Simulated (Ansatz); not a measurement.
# Property card for InP3

The calculation used DFT r2SCAN, scalar-relativistic, plane waves, PAW (Ansatz).

Cutoff 500 eV; k points 6×6×6 on the computed 8-atom cell (Γ-centred); Gaussian smearing, width 0.10 eV; no spin polarisation.

The structure is relaxed at this level of theory with its symmetry kept. Whether it is the stable form of this composition wasn't checked.

The structure is trigonal, space group R-3m (No. 166). Conventional cell: a = 7.483 Å, b = 7.483 Å, c = 10.108 Å, α = 90.00°, β = 90.00°, γ = 120.00°. In (site symmetry 3m) is surrounded by 6 P at 2.66 to 2.92 Å. P (site symmetry m) has 2 P at 2.21 Å as nearest neighbours.

* Volume per atom: 20.42 Å³
* Formation energy from the elements' standard states (uncorrected): -0.145 eV/atom
* Generalised Kohn–Sham band gap: none (metal)
* Density of states at the Fermi level: 0.50 states/eV per cell
* Löwdin character within 0.5 eV of the Fermi level: P 3p 74 %, In 5s 8 %, In 5p 8 %
* Bulk modulus: 54 GPa
* Its pressure derivative: 5.1
* Bader charges (e): In (2 in the cell) 0.98, P (6 in the cell) -0.33